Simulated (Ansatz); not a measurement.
# TaC: the crystal squeezed far, part 3 of 3

Aim: compress TaC (rocksalt type) step by step, far beyond the usual range, and follow pressure and electronic structure. Methods of the runs shown: PAW. Its runs: cell relaxed at zero pressure (PAW); volume scaled by 1 (PAW); volume scaled by 0.94 (PAW); volume scaled by 0.88 (PAW); volume scaled by 0.8 (PAW); volume scaled by 0.72 (PAW); volume scaled by 0.64 (PAW); volume scaled by 0.55 (PAW).

Ansatz 0.2.0; DFT PBEsol; a cell built from a prototype (rocksalt type), not taken from measurement. The steps go on from the part before.

## (9) Volume scaled by 0.64, PAW

File input.yaml:

```yaml
crystal:
  lattice:
    - [0.0, 1.9131999287, 1.9131999287]
    - [1.9131999287, 0.0, 1.9131999287]
    - [1.9131999287, 1.9131999287, 0.0]
  atoms:
    - { symbol: Ta, position: [0.0, 0.0, 0.0] }
    - { symbol: C, position: [0.5, 0.5, 0.5] }
kpoints:
  mp_grid: { grid: [15, 15, 15] }
scf:
  occupations: { method: fermi_dirac, width: 0.08 }
hamiltonian:
  xc: pbesol
  pseudopotentials: { kind: paw }
output:
  forces: true
  stress: true
  eigenvalues: true
  populations: true
  write_density: true
  write_potential: true
  elf: true
  volumetric_format: npy
```

Started as:

```
> ansatz run input.yaml --threads 1 --pin off --max-ram 2048MiB --backend cpu --events-out ev --progress --plain --runs-dir out
```

Output (excerpt; [...] marks lines left out):

```text
[...]
Pseudopotentials: kind: paw
Pseudopotential: Ta, paw, valence charge 13, recommended cutoff 420 eV (normal)
Pseudopotential: C, paw, valence charge 4, recommended cutoff 420 eV (normal)
Functional definition: PBEsol
[...]
Crystal: 2 atoms, lattice volume = 14.006 Å³
Basis set: ecut = 420 eV, 283 PW (Γ), exchange–correlation on 40×40×40 points (8 copies of the dense FFT grid, shifted against one another)
[...]
        0.000000     381.545259       0.000000
        0.000000       0.000000     381.545259
  P = ⅓ Tr σ = 381.5453 GPa (3815.453 kbar)
--- Band table (eV; the first three rows and the last of 120) ---
  k-point 0: bands = ["-36.0566", "-1.8625", "-1.8625", "-1.8625", "14.1926", "29.1062", "29.1062", "29.1062", "31.0414", "31.0414", "31.0414", "32.8878", "32.8878"]
[...]
--- Löwdin populations: 2 sites ---
  site symbol       q [e]
     0     Ta     12.4217
     1      C      4.5321
  spilling = 0.002720 (of n_electrons = 17.000000)
```

Run time: 1.4 s. Hardware: 1 thread of Intel Xeon Platinum 8559C (Emerald Rapids), shared host; peak memory 0.36 GiB.

Result: pressure 381.55 GPa; no gap.

The fields are shown in the conventional cell of this run's space group, carried over from its grid by interpolation.

Density in a lattice plane of the grid's cell (edges 3.83 and 3.83 Å, at 0.000 of the third edge), which holds Ta and C.

Ten even steps from '0' (0.46 e/Å³) to '9' (4.68 e/Å³):
```
899853112233333221135899
998642001223332210024689
775420000112221100002457
332100000011111000000123
111000000011111000000011
111000000123332100000011
221100002457775420000112
332210024689998642001223
333221135899899853112233
333321136897679863112333
333221135899899853112233
332210024689998642001223
221100002457775420000112
111000000123332100000011
111000000011111000000011
332100000011111000000123
775420000112221100002457
998642001223332210024689
899853112233333221135899
679863112333333321136897
```
Columns run along the first of these edges and rows up along the second, over one cell in 24 and 20 even steps from the bottom left corner. Atoms in the plane (fractional): Ta at (0.00, 0.00), Ta at (0.50, 0.50), C at (0.00, 0.50), C at (0.50, 0.00).

ELF in the same plane.

Ten even steps from ' ' (0.00) to '@' (0.74):
```
..--**%%%%++--**%%%%**--..::**%%%%**--++%%%%**--
##%%@@@@##==--**@@@@@@##**##@@@@@@**--==##@@@@%%
@@@@@@##++----++%%@@@@@@@@@@@@@@%%++----++##@@@@
****++==::::--==******************==--::::==++**
------------------------------------------------
**********==--::::==++******++==::::--==********
@@@@@@@@%%++----++##@@@@@@@@@@##++----++%%@@@@@@
**##@@@@@@**--==##@@@@%%##%%@@@@##==--**@@@@@@##
..--**%%%%**--++%%%%**--..--**%%%%++--**%%%%**::
  ..==%%%%**--**%%%%++..  ..++%%%%**--**%%%%==..
..::**%%%%**--++%%%%**--..--**%%%%++--**%%%%**--
**##@@@@@@**--==##@@@@%%##%%@@@@##==--**@@@@@@##
@@@@@@@@%%++----++##@@@@@@@@@@##++----++%%@@@@@@
**********==--::::==++******++==::::--==********
------------------------------------------------
****++==::::--==******************==--::::==++**
@@@@@@##++----++%%@@@@@@@@@@@@@@%%++----++##@@@@
##%%@@@@##==--**@@@@@@##**##@@@@@@**--==##@@@@%%
..--**%%%%++--**%%%%**::..--**%%%%**--++%%%%**--
  ..++%%%%**--**%%%%==..  ..==%%%%**--**%%%%++..
```
Columns run along the first of these edges and rows up along the second, over one cell in 24 and 20 even steps from the bottom left corner. Atoms in the plane (fractional): Ta at (0.00, 0.00), Ta at (0.50, 0.50), C at (0.00, 0.50), C at (0.50, 0.00).

Both are smooth fields of the valence electrons: close to the nuclei they are not physical.

The highest ELF values outside the cores: 0.77 beside C, off the lines to its neighbours, 0.7 Å from C.

## (10) Volume scaled by 0.55, PAW

File input.yaml:

```yaml
crystal:
  lattice:
    - [0.0, 1.8189520942, 1.8189520942]
    - [1.8189520942, 0.0, 1.8189520942]
    - [1.8189520942, 1.8189520942, 0.0]
  atoms:
    - { symbol: Ta, position: [0.0, 0.0, 0.0] }
    - { symbol: C, position: [0.5, 0.5, 0.5] }
kpoints:
  mp_grid: { grid: [15, 15, 15] }
  band_path:
    path:
      - [0.0, 0.0, 0.0]
      - [0.5, 0.0, 0.5]
      - [0.625, 0.25, 0.625]
      - [0.375, 0.375, 0.75]
      - [0.0, 0.0, 0.0]
      - [0.5, 0.5, 0.5]
      - [0.5, 0.25, 0.75]
      - [0.5, 0.0, 0.5]
    npoints: 8
scf:
  occupations: { method: fermi_dirac, width: 0.08 }
hamiltonian:
  xc: pbesol
  pseudopotentials: { kind: paw }
output:
  forces: true
  stress: true
  eigenvalues: true
  populations: true
  dos: { projected: true, de: 0.2, e_range: [-14, 8] }
```

Started as:

```
> ansatz run input.yaml --threads 1 --pin off --max-ram 2048MiB --backend cpu --events-out ev --progress --plain --runs-dir out
```

Output:

```text
[... 7 set-up lines as earlier in the session ...]
Crystal: 2 atoms, lattice volume = 12.036 Å³
Basis set: ecut = 420 eV, 259 PW (Γ), exchange–correlation on 36×36×36 points (8 copies of the dense FFT grid, shifted against one another)
Bands: 13, of which v1, the nominal top of the filled ones, is band 9 counted from 1 (8 counted from 0)
[... 1 set-up line as earlier in the session ...]
Space group: Fm-3m (ITA 225), of the structure as read, at distance tolerance 2.3e-5 Å
k-points: 120 of 3375
[... 10 set-up lines as earlier in the session ...]
SCF iter   1: F=—  HF=-10042.328360 eV  |F-HF|=—  |Δ(HF+E_count)|=         —  Δρ=1.51e-1  dr2=1.38e0  ethr=1.77e-3  ⟨swp⟩=5.5  Hψ=8995  notcnv=0
preconditioner: auto → none  [metal: Δε(μ)=0.105 eV  Ē_g=27.731 eV  σ=0.080 eV  W_gap=0.30  n_scr=0 (ndim 8)  ℏωp=41.5 eV  f_vac=0.000  D(μ)=0.45/eV (n_scr^D=0)]
SCF iter   2: F=—  HF=-10041.765943 eV  |F-HF|=—  |Δ(HF+E_count)|=   5.62e-1  Δρ=5.42e-2  dr2=1.50e-1  ethr=1.77e-3  ⟨swp⟩=2.9  Hψ=3971  notcnv=0  defer=21
SCF iter   3: F=—  HF=-10041.716806 eV  |F-HF|=—  |Δ(HF+E_count)|=   4.91e-2  Δρ=1.15e-2  dr2=7.45e-3  ethr=8.80e-4  ⟨swp⟩=2.9  Hψ=3122  notcnv=0  defer=21
SCF iter   4: F=—  HF=-10041.715890 eV  |F-HF|=—  |Δ(HF+E_count)|=   9.16e-4  Δρ=3.35e-3  dr2=5.47e-4  ethr=4.38e-5  ⟨swp⟩=2.0  Hψ=2153  notcnv=0  defer=21
SCF iter   5: F=—  HF=-10041.715880 eV  |F-HF|=—  |Δ(HF+E_count)|=   1.04e-5  Δρ=3.89e-4  dr2=7.28e-6  ethr=3.22e-6  ⟨swp⟩=2.2  Hψ=1886  notcnv=0  defer=21
SCF iter   6: F=—  HF=-10041.715886 eV  |F-HF|=—  |Δ(HF+E_count)|=   6.89e-6  Δρ=3.32e-5  dr2=3.72e-8  ethr=5.88e-10  ⟨swp⟩=5.7  Hψ=8978  notcnv=0
SCF iter   7: F=-10041.715886 eV  HF=-10041.715886 eV  |F-HF|=1.31e-9  |Δ(HF+E_count)|=   5.28e-8  Δρ=6.24e-6  dr2=1.90e-9  ethr=2.19e-10  ⟨swp⟩=2.4  Hψ=5576  notcnv=0
SCF 1 converged in 7 iterations: F = -10041.715886 eV  dr2 = 1.90e-9
NSCF: frozen V_eff on 57 k-points
SCF converged after 7 iterations
Free energy (F): -10041.715886 eV
Harris-Foulkes:  -10041.715886 eV  (|F-HF|=1.31e-9)
Internal energy: -10041.706227 eV  (E = F + TS)
E sigma→0 (E₀):  -10041.711057 eV
Entropy (-TS):   -0.009660 eV (-4.830 meV/atom)
Fermi energy:    36.774767 eV
--- Per-component energies (eV) ---
  E_band       = 204.910496
  E_kinetic    = 528.523015
  E_local      = -170.297185  (includes V_loc(G=0)·N_el)
  E_nonlocal   = 63.345302
  E_hartree    = 104.580675
  E_xc         = -285.035615
  E_vxc        = -289.105993  (∫ρ·V_xc dr)
  E_paw        = -8380.077575  (= ΣΔE_a)
  E_vpaw       = -136.716770  (= ΣTr[D̂ρ^β])
  E_aug_tail   = 0.000109  (compensation charges beyond the density's cutoff)
  E_ewald      = -1902.979701
  E_core_change = 0.234747  (= ΣΔE_core)
  E_smearing   = -0.009660  (= −TS)
  E_closure    = -0.000000  (closes the sum)
  Σ components = -10041.715886   (vs F -10041.715886, Δ=0.00e0)
--- Forces (eV/Å), atoms counted from 1 ---
  atom   1  Ta    -0.00000000     0.00000000     0.00000000
  atom   2  C      0.00000000    -0.00000000    -0.00000000
  max |Σ_I F_I| component: 8.61e-30 eV/Å
--- Stress (GPa, compression-positive) ---
      689.151890       0.000000      -0.000000
       -0.000000     689.151890       0.000000
       -0.000000       0.000000     689.151890
  P = ⅓ Tr σ = 689.1519 GPa (6891.519 kbar)
--- Band table (eV; the first three rows and the last of 120) ---
  k-point 0: bands = ["-31.2114", "3.5449", "3.5449", "3.5449", "18.7274", "33.4340", "33.4340", "33.4340", "35.9776", "35.9776", "35.9776", "38.0251", "38.0251"]
  k-point 1: bands = ["-31.1825", "3.2531", "3.5256", "3.5256", "19.0810", "32.7254", "33.3079", "33.3079", "34.8751", "34.8751", "36.4440", "39.7547", "39.7547"]
  k-point 2: bands = ["-31.1000", "2.4860", "3.4723", "3.4723", "20.0078", "31.4513", "31.9993", "31.9993", "34.9553", "34.9553", "37.1359", "42.4688", "42.4688"]
  k-point 119: bands = ["-30.2568", "0.1258", "0.3184", "1.6383", "22.0769", "28.2088", "30.6453", "31.3328", "39.3119", "40.3948", "46.0769", "49.1057", "52.7734"]
--- Löwdin populations: 2 sites ---
  site symbol       q [e]
     0     Ta     12.5270
     1      C      4.4251
  spilling = 0.002821 (of n_electrons = 17.000000)
```

Run time: 1.6 s. Hardware: 1 thread of Intel Xeon Platinum 8559C (Emerald Rapids), shared host; peak memory 0.36 GiB.

Result: pressure 689.15 GPa; no gap.

At the corners of the path (eV, zero at the Fermi level):

| point | band 6 | band 7 | band 8 | band 9 | band 10 | band 11 | band 12 |
| --- | --- | --- | --- | --- | --- | --- | --- |
| Γ | -3.34 | -3.34 | -3.34 | -0.80 | -0.80 | -0.80 | 1.25 |
| X | -9.71 | -1.83 | -0.60 | -0.60 | 5.80 | 9.32 | 9.32 |
| U | -8.28 | -5.69 | -3.95 | -0.64 | 6.51 | 7.96 | 13.50 |
| K | -8.28 | -5.69 | -3.95 | -0.64 | 6.51 | 7.96 | 13.50 |
| Γ | -3.34 | -3.34 | -3.34 | -0.80 | -0.80 | -0.80 | 1.25 |
| L | -10.07 | -10.07 | -7.43 | 5.85 | 5.85 | 7.78 | 7.93 |
| W | -8.51 | -5.82 | -5.82 | 3.16 | 3.16 | 9.39 | 12.09 |
| X | -9.71 | -1.83 | -0.60 | -0.60 | 5.80 | 9.32 | 9.32 |

States per cell in windows of 1 eV (zero at the Fermi level; grid of 0.20 eV, so sharp peaks spill over the borders):

| from | to | total | Ta 5d | C 2p | Ta 5p |
| --- | --- | --- | --- | --- | --- |
| -10 | -9 | 0.69 | 0.32 | 0.27 | 0.03 |
| -9 | -8 | 1.01 | 0.57 | 0.34 | 0.05 |
| -8 | -7 | 0.63 | 0.32 | 0.23 | 0.04 |
| -7 | -6 | 1.31 | 0.64 | 0.41 | 0.13 |
| -6 | -5 | 0.90 | 0.37 | 0.33 | 0.12 |
| -5 | -4 | 0.46 | 0.18 | 0.20 | 0.06 |
| -4 | -3 | 0.28 | 0.10 | 0.14 | 0.04 |
| -3 | -2 | 0.27 | 0.12 | 0.12 | 0.02 |
| -2 | -1 | 0.29 | 0.14 | 0.13 | 0.01 |
| -1 | 0 | 0.48 | 0.18 | 0.24 | 0.02 |
| 0 | 1 | 0.43 | 0.21 | 0.17 | 0.01 |
| 1 | 2 | 0.46 | 0.26 | 0.16 | 0.01 |
| 2 | 3 | 0.49 | 0.30 | 0.14 | 0.00 |
| 3 | 4 | 0.46 | 0.30 | 0.12 | 0.00 |
| 4 | 5 | 0.61 | 0.42 | 0.13 | 0.00 |

## (11) Side by side

| method | volume over the first | volume (Å³/atom) | pressure (GPa) | SCF cycles, all passes |
| --- | --- | --- | --- | --- |
| PAW | 1 | 10.942 | 0.00 | 6 |
| PAW | 0.94 | 10.286 | 24.21 | 6 |
| PAW | 0.88 | 9.629 | 57.33 | 6 |
| PAW | 0.8 | 8.754 | 121.66 | 6 |
| PAW | 0.72 | 7.878 | 221.82 | 6 |
| PAW | 0.64 | 7.003 | 381.55 | 6 |
| PAW | 0.55 | 6.018 | 689.15 | 7 |

## (12) Results

This closing draws on all 3 parts.

| quantity | value |
| --- | --- |
| PAW pressure at 0.55 of the volume | 689.2 GPa |
| fitted bulk modulus at zero pressure (PAW) | 350 GPa |
| its pressure derivative | 3.98 |

**Reading.** At 0.55 of the starting volume PAW gives 689 GPa. One third-order Birch-Murnaghan curve follows these points (B₀ = 350 GPa, B′ = 3.98, misfit at most 1.76 GPa). A fit over so wide a range leans to the high pressures, so B₀ can be off by several per cent. No all-electron run checks these rows here, and frozen cores can fail under such compression. The ions are at rest, and the electrons smeared by 0.08 eV. Spin-orbit coupling is left out, though the cell holds Ta; in elements this heavy it can shift bands and gaps by tenths of an eV.
